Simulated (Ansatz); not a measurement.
## Al3Cu2: do energies and stresses tell the same story?

Theory: DFT r2SCAN, scalar-relativistic, plane waves, PAW in Ansatz 0.2.0.

Cutoff 500 eV; k points 12×12×8 on the computed 5-atom cell (Γ-centred); Gaussian smearing, width 0.10 eV; no spin polarisation.

Relaxed cell: P-3m1, a = 4.102 Å, b = 4.102 Å, c = 4.990 Å, α = 90.00°, β = 90.00°, γ = 120.00°, 5 atoms in the primitive cell. Whether it is the stable form of this composition wasn't checked.

Energies at zero smearing and pressures from the stress tensor, at volumes with shape and atoms relaxed:
| V (Å³/atom) | E − E(first) (meV/atom) | P (GPa) |
| --- | --- | --- |
| 12.796 | 0.00 | 19.92 |
| 13.233 | -45.46 | 13.66 |
| 13.669 | -75.20 | 8.35 |
| 14.105 | -91.58 | 3.83 |
| 14.541 | -96.60 | -0.01 |
| 14.977 | -92.00 | -3.26 |
| 15.414 | -79.28 | -5.97 |
| 15.995 | -51.95 | -8.90 |

Question: Check P = −dE/dV between neighbouring volumes, and get the bulk modulus from the pressures alone.

Answer: With 1 eV/Å³ = 160.2 GPa:
```json
{"middle V (Å³/atom)": "13.014", "−ΔE/ΔV (GPa)": "16.696", "mean P (GPa)": "16.792"}
{"middle V (Å³/atom)": "13.451", "−ΔE/ΔV (GPa)": "10.923", "mean P (GPa)": "11.005"}
{"middle V (Å³/atom)": "13.887", "−ΔE/ΔV (GPa)": "6.016", "mean P (GPa)": "6.087"}
{"middle V (Å³/atom)": "14.323", "−ΔE/ΔV (GPa)": "1.844", "mean P (GPa)": "1.909"}
{"middle V (Å³/atom)": "14.759", "−ΔE/ΔV (GPa)": "-1.691", "mean P (GPa)": "-1.632"}
{"middle V (Å³/atom)": "15.196", "−ΔE/ΔV (GPa)": "-4.671", "mean P (GPa)": "-4.614"}
{"middle V (Å³/atom)": "15.705", "−ΔE/ΔV (GPa)": "-7.528", "mean P (GPa)": "-7.437"}
```

The two differ by 0.10 GPa at most. The mean of two end pressures misses the average over a step by about ΔV² P″/12, up to 0.08 GPa here; with that taken off 0.03 GPa remains. The stress is the derivative of the free energy, not of the energy at zero smearing, and with free energies 0.01 GPa remains. Around V = 14.541 Å³/atom, the two neighbours give B = −V ΔP/ΔV = 14.541 × 7.08 / 0.872 = 118.0 GPa, against B0 = 117.0 GPa from the Birch–Murnaghan fit of the energies.

Energies and stresses tell the same story: the small excess of the mean pressure in every row is what a convex P(V) curve produces, and it grows again in the last row because that volume step is wider. The remainder removed by using free energies fits a metal whose density of states at the Fermi level probably rises as the cell expands. Such close agreement also leaves little room for a sizeable Pulay stress.

The convexity itself is physical. Compression raises the electrons' kinetic energy and the overlap repulsion between ion cores and filled Cu 3d shells faster than it gains cohesion, so the compound stiffens, whereas expansion weakens the metallic bonding and softens it. A bulk modulus between those of elemental Al and Cu is reasonable for such an intermetallic. The slightly higher value from pressures, 118.0 against 117.0 GPa, probably stems in part from the finite difference, which overestimates the slope of such a curve. This agreement establishes numerical consistency, not the accuracy of the functional for the equilibrium volume or stiffness.
